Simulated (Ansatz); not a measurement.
**PbF2: pressure up to the limit of the methods**

An exercise on one series of results from a longer session: the logs are not shown, and one member is left open.

The COD entry's cell or inner coordinates are ideal or old and differ from later refinements, so a difference from it is no clean test against experiment.

Method: DFT, PBE, PAW with Ansatz's default frozen-core files, scalar-relativistic, in Ansatz 0.2.0.

**The system as given**

It takes space group Fm-3m (No. 225, cubic). The conventional cell has a = 5.927 Å, b = 5.927 Å, c = 5.927 Å, α = 90.00°, β = 90.00°, γ = 90.00°. Pb (site symmetry m-3m) has 8 F at 2.57 Å as nearest neighbours. F (site symmetry -43m) is surrounded by 4 Pb at 2.57 Å.

Coordinates:

```xyz
3
Lattice="0.0000 2.9637 2.9637 2.9637 0.0000 2.9637 2.9637 2.9637 0.0000" Properties=species:S:1:pos:R:3 pbc="T T T"
Pb    0.0000    0.0000    0.0000
F     1.4818    1.4818    1.4818
F     4.4455    4.4455    4.4455
```

Whether this phase is the stable one at these pressures isn't tested.

Atoms are numbered in the order of the input: Pb1, F2, F3.

Set-up of the first run:

The input, input.yaml:

```yaml
crystal:
  lattice:
    - [0.0, 2.96366, 2.96366]
    - [2.96366, 0.0, 2.96366]
    - [2.96366, 2.96366, 0.0]
  atoms:
    - { symbol: Pb, position: [0.0, 0.0, 0.0] }
    - { symbol: F, position: [0.25, 0.25, 0.25] }
    - { symbol: F, position: [0.75, 0.75, 0.75] }
kpoints:
  mp_grid: { grid: [8, 8, 8] }
scf:
  occupations: { method: fermi_dirac, width: 0.03 }
hamiltonian:
  xc: pbe
  pseudopotentials: { kind: paw }
output:
  forces: true
  stress: true
  write_density: true
  write_potential: true
  elf: true
  volumetric_format: npy
relax:
  f_tol: 0.01
  max_steps: 30
```

Started as:

```sh
ansatz run input.yaml --threads 1 --pin off --max-ram 3072MiB --backend cpu --events-out ev --progress --plain --runs-dir out
```

Among the steps run: Atoms relaxed at the given volume, PAW; Volume scaled by 1, PAW; Atoms relaxed at 0.85 of the volume, PAW; Volume scaled by 0.85, PAW; Atoms relaxed at 0.55 of the volume, PAW; Volume scaled by 0.55, PAW; Atoms relaxed at 0.4 of the volume, PAW; Volume scaled by 0.4, PAW.

One of the session's tables, all rows but one given; the rest of the session is left out.

| method | volume over the first | volume (Å³/atom) | pressure (GPa) |
| --- | --- | --- | --- |
| PAW | 1 | 17.354 | 2.68 |
| PAW | 0.85 | ? | ? |
| PAW | 0.55 | 9.545 | 188.87 |
| PAW | 0.4 | 6.942 | 573.41 |

Q: Estimate the row for PAW, 0.85 from the others.

The run gave: volume (Å³/atom): 14.751; pressure (GPa): 21.36. In the column «volume (Å³/atom)» it lies between PAW, 0.55 (9.545) and PAW, 1 (17.354).

To keep in mind: Warnings in the runs' records: stress scf threshold loose, gradients without spin orbit.
